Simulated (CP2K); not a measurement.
The system is KF (Carobbiite).

```
CELL_PARAMETERS angstrom
3.77857 0.00000 0.00000
1.88928 3.27233 0.00000
1.88928 1.09078 3.08519
ATOMIC_POSITIONS crystal
K 0.00000 0.00000 0.00000
F 0.50000 0.50000 0.50000
```

Base run:

```yaml
Program: CP2K 2026.2
Functional: WC
Potentials_or_basis: POTENTIAL_UZH K GTH-PBE-q9, F GTH-PBE-q7; TZVP-MOLOPT-PBE-GTH basis
Density_cutoff: 14966 eV
k_mesh: 9 × 9 × 9
Occupations: fermi-dirac, width 0.05 eV
Spin: no spin polarisation
```

Its results: band gap on the k mesh 6.11 eV, direct; pressure -0.3 GPa.

Problem. After a change of settings the same cell gave: band gap on the k mesh 6.72 eV, direct; pressure -0.3 GPa. Which change was it?
A. functional from WC to LDA
B. functional from WC to r2SCAN
C. functional from WC to PBE
D. functional from WC to BLYP

Solution. B.

r2SCAN gives the wider gap, since meta-GGAs in the generalised Kohn-Sham scheme recover part of the derivative discontinuity.

Caveats: the potentials were made for another functional, which shifts forces and pressure; the basis of atomic orbitals isn't converged, which shifts pressures, moduli and gaps.
